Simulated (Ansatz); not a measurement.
A 3-atom cell of CaF2 started from a crystallographic database, relaxed with r2SCAN, was run in the PAW code Ansatz under altered settings. All numbers are computed, without spin polarisation but where a row says otherwise.

```xyz
3
Lattice="0.0000 2.7196 2.7196 2.7196 0.0000 2.7196 2.7196 2.7196 0.0000" Properties=species:S:1:pos:R:3 pbc="T T T"
Ca    0.0000    0.0000    0.0000
F     1.3598    1.3598    1.3598
F     4.0794    4.0794    4.0794
```

The base run's other keys:
```yaml
kpoints:
  mp_grid: { grid: [6, 6, 6] }
hamiltonian:
  xc: r2scan
scf:
  occupations: { method: fixed }
  n_extra_bands: 4
```

It takes 6 iterations with 965 plane waves at 500 eV and 16 k points, and leaves a mean stress of 0.00 GPa. The gap over this mesh is 8.032 eV. It ran on 4 threads of Arm Neoverse N1 (shared host).

Outcomes, with energy and stress as changes against the base:
```
                                               setting            outcome  ΔF (meV/atom)  Δ mean stress (GPa)  gap on the mesh (eV)  iterations  wall time
                        scf.occupations: gaussian 0.05          converged            0.0                 0.00                 8.032           6      1.3 s
                           scf.occupations: cold 0.001          converged            0.0                 0.00                 8.032           6      1.3 s
                               hamiltonian.xc: mr2scan          converged              –                 0.00                 8.032           6      1.3 s
                       kpoints.mp_grid.grid: [4, 4, 4]          converged            0.0                 0.00                 8.032           6      1.1 s
                          hamiltonian.dispersion: d3bj  converged, warned            -75                -0.93                 8.032           6      1.3 s
                                    basis.ecutwfc: 250  converged, warned          +1885                +1.88                 8.142           7     0.89 s
                         scf.occupations: gaussian 0.5          converged            0.0                 0.00                 8.032           6      1.3 s
                kpoints.mp_grid.shift: [0.5, 0.5, 0.5]  converged, warned            0.0                 0.00                 8.268           6      1.7 s
              scf.occupations: methfessel_paxton 0.001          converged            0.0                 0.00                 8.032           6      1.3 s
                     scf.mixing.preconditioner: kerker          converged            0.0                 0.00                 8.032           7      1.4 s
hamiltonian.pseudopotentials: nc (cutoff then 1260 eV)          converged              –                -0.23                 8.064           8      3.8 s
                                      basis.xc_grid: 1          converged           -0.5                +0.01                 8.031           6      1.1 s
                    scf.occupations: fermi_dirac 0.001          converged            0.0                 0.00                 8.032           6      1.3 s
               hamiltonian.pseudopotentials: ultrasoft            refused              –                    –                     –           –     0.02 s
```
A dash marks a value that wasn't obtained or can't be compared. Stress is positive in compression. Its mean hides that meshes of lower symmetry stress the axes unequally. The base took 1.3 s.

- hamiltonian.dispersion: d3bj. The free energy moves by -75 meV an atom, the mean stress by -0.93 GPa and the gap on the mesh by 0.000 eV (to 8.032). A pairwise correction adds to energy, forces and stress and leaves the bands alone. Warned: dispersion damping borrowed.
- basis.ecutwfc: 250. 339 plane waves in place of 965. The free energy moves by +1885 meV an atom, the mean stress by +1.88 GPa and the gap on the mesh by +0.111 eV (to 8.142). The basis is too small: these are errors of the cutoff. Warned: cutoff below recommended.
- kpoints.mp_grid.shift: [0.5, 0.5, 0.5]. The free energy moves by 0.0 meV an atom, the mean stress by 0.00 GPa and the gap on the mesh by +0.236 eV (to 8.268). The mesh breaks the crystal's symmetry, so the stress, and any force that symmetry no longer fixes, lose it too. The gap changes mostly because other points are sampled; a mesh that misses a band edge overestimates it. Warned: symmetry narrowed by mesh.
- hamiltonian.pseudopotentials: nc. Another set of potentials replaces the default one; the cutoff becomes 1260 eV and the cell holds 24 electrons (base 24). The mean stress moves by -0.23 GPa and the gap on the mesh by +0.032 eV (to 8.064). Totals and absolute levels hang on the potentials; gap and stress can be compared.
- hamiltonian.pseudopotentials: ultrasoft. The input is refused before any iteration. Error: YAML parse error: line 14 column 29: unknown variant `uspp`, expected one of nc, nc_fr, paw, paw_fr, all_electron

Within 1 meV an atom, 0.1 GPa and 0.005 eV of the base stay: scf.occupations: gaussian 0.05; scf.occupations: cold 0.001; kpoints.mp_grid.grid: [4, 4, 4]; scf.occupations: gaussian 0.5; scf.occupations: methfessel_paxton 0.001; scf.mixing.preconditioner: kerker; basis.xc_grid: 1; scf.occupations: fermi_dirac 0.001.
